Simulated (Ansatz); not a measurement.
# CoSi: magnetic states

The task, for CoSi: find which magnetic order is lowest.

Computed with Ansatz 0.2.0 (DFT PBE, scalar-relativistic, plane waves, PAW for the base; runs at other levels say so in their headings and inputs, unless a step's input says otherwise).

3 further runs of the same task are left out: 1 for a known fault of the program, 2 set aside as unsound or not needed.

## Step 1: The starting structure

Symmetry: F-43m, No. 216, cubic system. The conventional cell has a = 5.087 Å, b = 5.087 Å, c = 5.087 Å, α = 90.00°, β = 90.00°, γ = 90.00°. Around Co (site symmetry -43m) lie 4 Si at 2.20 Å. Si (site symmetry -43m) has 4 Co at 2.20 Å as nearest neighbours.

Coordinates:

```
Co Si
1.0
     0.00000    2.54359    2.54359
     2.54359    0.00000    2.54359
     2.54359    2.54359    0.00000
Co Si
1 1
Direct
  0.00000 0.00000 0.00000
  0.25000 0.25000 0.25000
```

It is the result of an earlier relaxation at this level (volume 16.46 Å³/atom; gap on the mesh: none (metal)).

The structure is invented: a known structure type filled with these elements, not a reported compound.

## Step 2: Magnetic start: large parallel starting moments

Contents of input.yaml:

```yaml
crystal:
  lattice:
    - [0.0, 2.5435862086, 2.5435862086]
    - [2.5435862086, 0.0, 2.5435862086]
    - [2.5435862086, 2.5435862086, 0.0]
  atoms:
    - { symbol: Co, position: [0.0, 0.0, 0.0], spin: 3.5 }
    - { symbol: Si, position: [0.25, 0.25, 0.25] }
basis:
  ecutwfc: 420
kpoints:
  mp_grid: { grid: [14, 14, 14] }
hamiltonian:
  xc: pbe
scf:
  occupations: { method: gaussian, width: 0.1 }
  lower_state_search: "off"
output:
  forces: true
  stress: true
  eigenvalues: true
  populations: true
magnetization:
  spin_polarized: true
```

Command:

```bash
ansatz run input.yaml --threads 1 --pin off --max-ram 2560MiB --backend cpu --events-out ev --progress --plain --runs-dir out
```

What it wrote (excerpt; [...] marks lines left out):

```text
Warning: RAYON_NUM_THREADS=1 ignored (pool sized by the plan → 1); use --threads N
[...]
Pseudopotentials: kind: paw
Pseudopotential: Co, paw, valence charge 17, recommended cutoff 420 eV (normal), Co.paw.azcp
Pseudopotential: Si, paw, valence charge 4, recommended cutoff 420 eV (normal), Si.paw.azcp
Functional definition: PBE
[...]
Crystal: 2 atoms, lattice volume = 32.913 Å³
Basis set: ecut = 420 eV, 645 PW (Γ), exchange–correlation on 50×50×50 points (8 copies of the dense FFT grid, shifted against one another)
Bands: 17, of which v1, the nominal top of the filled ones, is band 11 counted from 1 (10 counted from 0)
Symmetry: 24 space group operations
Space group: F-43m (ITA 216), of the structure as read, at distance tolerance 3.2e-5 Å
Magnetic group: BNS 216.74 (UNI 1576), of the structure as read, at distance tolerance 3.2e-5 Å
k-points: 104 of 2744 (time reversal used)
[...]
Starting moments: Σ|m| = 3.5 μB on 1 of 2 sites
[...]
SCF iter   1: F=—  HF=-5760.229093 eV  |F-HF|=—  |Δ(HF+E_count)|=         —  Δρ=2.24e-1 (↑1.15e-1 ↓2.24e-1)  dr2=4.27e0  dr2_m=8.55e0  M=0.901 μB ∫|m|=1.337 μB  β_m=0.30  ethr=3.10e-3  ⟨swp⟩=5.6  Hψ=18031  notcnv=0
[...]
spin=Collinear: Kerker preconditioning applied to the charge; magnetization (m = ρ↑ − ρ↓) channel mixes plain (no charge-response kernel on spin).
[...]
spin-set hold released at iteration 11 (site moments contracting): the magnetisation degrees of freedom join the quasi-Newton model from the next iteration; the mixer history was flushed
[...]
SCF iter  22: F=-5761.217067 eV  HF=-5761.217067 eV  |F-HF|=9.09e-13  |Δ(HF+E_count)|=  5.09e-11  Δρ=7.16e-8 (↑7.16e-8 ↓4.29e-8)  dr2=3.79e-12  dr2_m=3.01e-13  M=0.000 μB ∫|m|=0.000 μB  ethr=1.00e-12  ⟨swp⟩=1.0  Hψ=8193  notcnv=0
WARN: the starting moments were not kept: the SCF closed with an absolute magnetisation of 6.3e-7 μB, where they sum to 3.5 μB in size (1 site). That is at most 0.1 of that sum. Measured as dr2_m measures the in/out step, that magnetisation stands 1.1e-13 eV from none, at or under the [...]
SCF converged after 22 iterations
Magnetization: 0.0000 μB (10.5000 up, 10.5000 down)
Absolute magnetization: 0.0000 μB (∫|ρ↑−ρ↓|, with the PAW one-centre terms)
Spin contamination: 0.0000 ħ² per cell (⟨S²⟩ above its minimum at these occupations)
Per-site moments (μB) at R_I (Å): [(-1.4644592491277885e-7, 0.9086592377623797), (1.2348960741346649e-8, 0.9086592377623797)]
Free energy (F): -5761.217067 eV
[...]
E sigma→0 (E₀):  -5761.214720 eV
Entropy (-TS):   -0.004693 eV (-2.347 meV/atom)
Fermi energy:    9.046102 eV
[...]
--- Forces (eV/Å), atoms counted from 1 ---
  atom   1  Co    -0.00000000     0.00000000    -0.00000000
  atom   2  Si     0.00000000     0.00000000     0.00000000
[...]
--- Stress (GPa, compression-positive) ---
        0.005109       0.000000       0.000000
        0.000000       0.005109      -0.000000
        0.000000      -0.000000       0.005109
  P = ⅓ Tr σ = 0.0051 GPa (0.051 kbar)
--- Band table (eV; the first three rows and the last of 208) ---
  k-point 0 ↑: bands = ["-85.2224", "-48.5517", "-48.5517", "-48.5517", "-0.8582", "6.7462", "6.7462", "6.7462", "8.0405", "8.0405", "15.4996", "15.4996", "15.4996", "16.7637", "16.7637", "16.7637", "18.1533"]
[...]
--- Löwdin populations: 2 sites ---
  site symbol       q [e]    m [muB]
     0     Co     16.7243    -0.0000
     1     Si      4.0835     0.0000
  spilling = 0.009156 (of n_electrons = 21.000000)
```

It took 23 s on 1 thread of Intel Xeon Platinum 8259CL at 2.50GHz (Skylake/Cascade Lake), shared host; peak memory 0.46 GiB.

Result: -2880.6074 eV/atom at zero smearing, pressure 0.01 GPa and no gap on the mesh. The moments have vanished. The log warns that the starting moments were lost.

## Step 3: Magnetic start: antiferromagnetic, doubled cell, propagation vector (0, 0, 1/2)

Contents of input.yaml:

```yaml
crystal:
  lattice:
    - [0.0, 2.5435862086, 2.5435862086]
    - [2.5435862086, 0.0, 2.5435862086]
    - [5.0871724172, 5.0871724172, 0.0]
  atoms:
    - { symbol: Co, position: [0.0, 0.0, 0.0], spin: 2.0 }
    - { symbol: Si, position: [0.25, 0.25, 0.125] }
    - { symbol: Co, position: [0.0, 0.0, 0.5], spin: -2.0 }
    - { symbol: Si, position: [0.25, 0.25, 0.625] }
basis:
  ecutwfc: 420
kpoints:
  mp_grid: { grid: [14, 14, 7] }
hamiltonian:
  xc: pbe
scf:
  occupations: { method: gaussian, width: 0.1 }
  lower_state_search: "off"
output:
  forces: true
  stress: true
  eigenvalues: true
  populations: true
magnetization:
  spin_polarized: true
```

Command:

```bash
ansatz run input.yaml --threads 1 --pin off --max-ram 2560MiB --backend cpu --events-out ev --progress --plain --runs-dir out
```

What it wrote (excerpt; [...] marks lines left out):

```text
Warning: RAYON_NUM_THREADS=1 ignored (pool sized by the plan → 1); use --threads N
[...]
Pseudopotentials: kind: paw
Pseudopotential: Co, paw, valence charge 17, recommended cutoff 420 eV (normal), Co.paw.azcp
Pseudopotential: Si, paw, valence charge 4, recommended cutoff 420 eV (normal), Si.paw.azcp
Functional definition: PBE
[...]
Crystal: 4 atoms, lattice volume = 65.826 Å³
Basis set: ecut = 420 eV, 1273 PW (Γ), exchange–correlation on 50×50×100 points (8 copies of the dense FFT grid, shifted against one another)
Bands: 28, of which v1, the nominal top of the filled ones, is band 21 counted from 1 (20 counted from 0)
Symmetry: 6 space group operations
Space group: R3m (ITA 160), of the structure as read, at distance tolerance 4.0e-5 Å
Magnetic group: BNS 160.68 (UNI 1298), of the structure as read, at distance tolerance 4.0e-5 Å
k-points: 144 of 1372 (time reversal used)
[...]
Starting moments: Σ|m| = 4 μB on 2 of 4 sites
Starting magnetic order: antiferromagnet; a translation exchanges its spin sublattices: spin-degenerate at every k-point
[...]
WARN: the starting moments were not kept: the SCF closed with an absolute magnetisation of 4.2e-6 μB, where they sum to 4 μB in size (2 sites). That is at most 0.1 of that sum. Measured as dr2_m measures the in/out step, that magnetisation stands 1.3e-11 eV from none, at or under the [...]
Per-site moments (μB) at R_I (Å): [(-1.4948227954321597e-6, 0.9086592377623794), (9.591301016177988e-8, 0.9086592377623797), (1.4948227954321603e-6, 0.9086592377623797), (-9.591301016178012e-8, 0.9086592377623794)]
Free energy (F): -11522.434133 eV
[...]
E sigma→0 (E₀):  -11522.429440 eV
Entropy (-TS):   -0.009386 eV (-2.347 meV/atom)
Fermi energy:    9.046104 eV
[...]
--- Forces (eV/Å), atoms counted from 1 ---
  atom   1  Co     0.00000014     0.00000014    -0.00000014
  atom   2  Si    -0.00000001    -0.00000001     0.00000001
  atom   3  Co     0.00000014     0.00000014    -0.00000014
  atom   4  Si    -0.00000001    -0.00000001     0.00000001
[...]
--- Stress (GPa, compression-positive) ---
        0.005105      -0.000001       0.000001
       -0.000001       0.005105       0.000001
        0.000001       0.000001       0.005105
  P = ⅓ Tr σ = 0.0051 GPa (0.051 kbar)
--- Band table (eV; the first three rows and the last of 288) ---
[... band rows left out ...]
[...]
--- Löwdin populations: 4 sites ---
  site symbol       q [e]    m [muB]
     0     Co     16.7243    -0.0000
     1     Si      4.0835     0.0000
     2     Co     16.7243     0.0000
     3     Si      4.0835    -0.0000
  spilling = 0.009156 (of n_electrons = 42.000000)
```

Wall time 47 s (1 thread of Intel Xeon Platinum 8259CL at 2.50GHz (Skylake/Cascade Lake), shared host); peak memory 0.6 GiB.

This run gives -2880.6074 eV/atom at zero smearing, pressure 0.01 GPa and no gap on the mesh. The moments have vanished. The log warns that the starting moments were lost.

## Step 4: The magnetic starts in order of energy

All runs keep the base geometry. A propagation vector, in units of the reciprocal vectors, doubles the cell. Energies are extrapolated to zero smearing. The moments by site are integrated in spheres around the atoms, sized by the neighbour distance.

```csv
start,ends,energy above the lowest (meV/atom),site moments (μB),gap on the mesh (eV),pressure (GPa),CPU time
no spin,non-magnetic (imposed),0.00,none,metal,0.0,11 s
large parallel starting moments,non-magnetic,0.00,none over 0.05,metal,0.0,23 s
"antiferromagnetic, doubled cell, propagation vector (0, 0, 1/2)",non-magnetic,0.00,none over 0.05,metal,0.0,47 s
```

## Step 5: Magnetic start with r2SCAN: no spin polarisation

Contents of input.yaml:

```yaml
crystal:
  lattice:
    - [0.0, 2.5435862086, 2.5435862086]
    - [2.5435862086, 0.0, 2.5435862086]
    - [2.5435862086, 2.5435862086, 0.0]
  atoms:
    - { symbol: Co, position: [0.0, 0.0, 0.0] }
    - { symbol: Si, position: [0.25, 0.25, 0.25] }
basis:
  ecutwfc: 500
kpoints:
  mp_grid: { grid: [14, 14, 14] }
hamiltonian:
  xc: r2scan
scf:
  occupations: { method: gaussian, width: 0.1 }
  lower_state_search: "off"
output:
  forces: true
  stress: true
  eigenvalues: true
```

Command:

```bash
ansatz run input.yaml --threads 1 --pin off --max-ram 2560MiB --backend cpu --events-out ev --progress --plain --runs-dir out
```

What it wrote (excerpt; [...] marks lines left out):

```text
Warning: RAYON_NUM_THREADS=1 ignored (pool sized by the plan → 1); use --threads N
[...]
Pseudopotentials: kind: paw
Pseudopotential: Co, paw, valence charge 17, recommended cutoff 500 eV (meta_gga), Co.paw.azcp
Pseudopotential: Si, paw, valence charge 4, recommended cutoff 500 eV (meta_gga), Si.paw.azcp
Functional definition: r2SCAN
[...]
Crystal: 2 atoms, lattice volume = 32.913 Å³
Basis set: ecut = 500 eV, 869 PW (Γ), exchange–correlation on 108×108×108 points (64 copies of the dense FFT grid, shifted against one another)
Bands: 15, of which v1, the nominal top of the filled ones, is band 11 counted from 1 (10 counted from 0)
Symmetry: 24 space group operations
Space group: F-43m (ITA 216), of the structure as read, at distance tolerance 3.2e-5 Å
k-points: 104 of 2744 (time reversal used)
[...]
SCF iter   1: F=-5769.443801 eV  HF=-5769.438872 eV  |F-HF|=4.93e-3  |Δ(HF+E_count)|=         —  Δρ=1.94e-2  dr2=8.91e-2  dr2_τ=4.37e-2  ethr=1.77e-3  ⟨swp⟩=5.5  Hψ=9034  notcnv=0
[...]
SCF iter   8: F=-5769.499965 eV  HF=-5769.499965 eV  |F-HF|=1.66e-10  |Δ(HF+E_count)|=   1.46e-8  Δρ=3.63e-6  dr2=8.14e-10  dr2_τ=1.67e-9  ethr=4.76e-10  ⟨swp⟩=5.3  Hψ=7039  notcnv=0
[...]
SCF converged after 8 iterations
Free energy (F): -5769.499965 eV
[...]
E sigma→0 (E₀):  -5769.497714 eV
Entropy (-TS):   -0.004502 eV (-2.251 meV/atom)
Fermi energy:    8.960973 eV
[...]
--- Forces (eV/Å), atoms counted from 1 ---
  atom   1  Co    -0.00000000     0.00000000    -0.00000000
  atom   2  Si     0.00000000     0.00000000    -0.00000000
[...]
--- Stress (GPa, compression-positive) ---
       -2.419953       0.000000       0.000000
        0.000000      -2.419953      -0.000000
        0.000000      -0.000000      -2.419953
  P = ⅓ Tr σ = -2.4200 GPa (-24.200 kbar)
--- Band table (eV; the first three rows and the last of 104) ---
  k-point 0: bands = ["-88.8191", "-50.6979", "-50.6979", "-50.6979", "-1.4365", "6.5243", "6.5243", "6.5243", "7.8053", "7.8053", "15.7344", "15.7344", "15.7344", "17.0400", "17.0400"]
[...]
```

It took 11 s on 1 thread of Intel Xeon Platinum 8259CL at 2.50GHz (Skylake/Cascade Lake), shared host; peak memory 0.51 GiB.

Result: -2884.7489 eV/atom at zero smearing, pressure -2.42 GPa and no gap on the mesh.

## Step 6: Magnetic start with r2SCAN: large parallel starting moments

Edit input.yaml of step 5 so:

```diff
@@ -6,3 +6,3 @@
   atoms:
-    - { symbol: Co, position: [0.0, 0.0, 0.0] }
+    - { symbol: Co, position: [0.0, 0.0, 0.0], spin: 3.5 }
     - { symbol: Si, position: [0.25, 0.25, 0.25] }
@@ -21 +21,4 @@
   eigenvalues: true
+  populations: true
+magnetization:
+  spin_polarized: true
```

Command:

```bash
ansatz run input.yaml --threads 1 --pin off --max-ram 2560MiB --backend cpu --events-out ev --progress --plain --runs-dir out
```

What it wrote (excerpt; [...] marks lines left out):

```text
Warning: RAYON_NUM_THREADS=1 ignored (pool sized by the plan → 1); use --threads N
[...]
Pseudopotentials: kind: paw
Pseudopotential: Co, paw, valence charge 17, recommended cutoff 500 eV (meta_gga), Co.paw.azcp
Pseudopotential: Si, paw, valence charge 4, recommended cutoff 500 eV (meta_gga), Si.paw.azcp
Functional definition: r2SCAN
[...]
Crystal: 2 atoms, lattice volume = 32.913 Å³
Basis set: ecut = 500 eV, 869 PW (Γ), exchange–correlation on 108×108×108 points (64 copies of the dense FFT grid, shifted against one another)
Bands: 17, of which v1, the nominal top of the filled ones, is band 11 counted from 1 (10 counted from 0)
Symmetry: 24 space group operations
Space group: F-43m (ITA 216), of the structure as read, at distance tolerance 3.2e-5 Å
Magnetic group: BNS 216.74 (UNI 1576), of the structure as read, at distance tolerance 3.2e-5 Å
k-points: 104 of 2744 (time reversal used)
[...]
Starting moments: Σ|m| = 3.5 μB on 1 of 2 sites
[...]
WARN: the starting moments were not kept: the SCF closed with an absolute magnetisation of 3.6e-5 μB, where they sum to 3.5 μB in size (1 site). That is at most 0.1 of that sum. Measured as dr2_m measures the in/out step, that magnetisation stands 1.6e-9 eV from none, at or under the [...]
Spin contamination: 0.0000 ħ² per cell (⟨S²⟩ above its minimum at these occupations)
Per-site moments (μB) at R_I (Å): [(2.3708660363229662e-5, 0.9086592377623797), (-4.989844654166765e-6, 0.9086592377623797)]
Free energy (F): -5769.499965 eV
[...]
E sigma→0 (E₀):  -5769.497714 eV
Entropy (-TS):   -0.004502 eV (-2.251 meV/atom)
Fermi energy:    8.960980 eV
[...]
--- Forces (eV/Å), atoms counted from 1 ---
  atom   1  Co    -0.00000000     0.00000000     0.00000000
  atom   2  Si     0.00000000     0.00000000    -0.00000000
[...]
--- Stress (GPa, compression-positive) ---
       -2.419883       0.000000      -0.000000
        0.000000      -2.419883      -0.000000
        0.000000      -0.000000      -2.419883
  P = ⅓ Tr σ = -2.4199 GPa (-24.199 kbar)
--- Band table (eV; the first three rows and the last of 208) ---
  k-point 0 ↑: bands = ["-88.8192", "-50.6979", "-50.6979", "-50.6979", "-1.4365", "6.5243", "6.5243", "6.5243", "7.8053", "7.8053", "15.7344", "15.7344", "15.7344", "17.0400", "17.0400", "17.0400", "18.9859"]
[...]
--- Löwdin populations: 2 sites ---
  site symbol       q [e]    m [muB]
     0     Co     16.7147     0.0000
     1     Si      4.0950    -0.0000
  spilling = 0.009059 (of n_electrons = 21.000000)
```

Wall time 74 s (1 thread of Intel Xeon Platinum 8259CL at 2.50GHz (Skylake/Cascade Lake), shared host); peak memory 0.57 GiB.

This run gives -2884.7489 eV/atom at zero smearing, pressure -2.42 GPa and no gap on the mesh. The moments have vanished. The log warns that the starting moments were lost; that the state wasn't tested for a lower one.

## Step 7: Which state is lowest with r2SCAN

All runs keep the base geometry. Energies are extrapolated to zero smearing. The moments by site are integrated in spheres around the atoms, sized by the neighbour distance.

```csv
start,ends,energy above the lowest (meV/atom),site moments (μB),gap on the mesh (eV),pressure (GPa),CPU time
no spin,non-magnetic (imposed),0.00,none,metal,-2.4,11 s
large parallel starting moments,non-magnetic,0.00,none over 0.05,metal,-2.4,74 s
```

## Step 8: Results

| quantity | value |
| --- | --- |
| magnetic state | non-magnetic from all starts in the table |
| magnetic state with r2SCAN | non-magnetic from all starts in the table |

All starts in the table end without moments: as far as tried, the cell is non-magnetic at this level. All starts in the table with r2SCAN end without moments: as far as tried, the cell is non-magnetic at this level. A spin-polarised run here lost its starting moments, which speaks against magnetism, though one start doesn't rule it out.
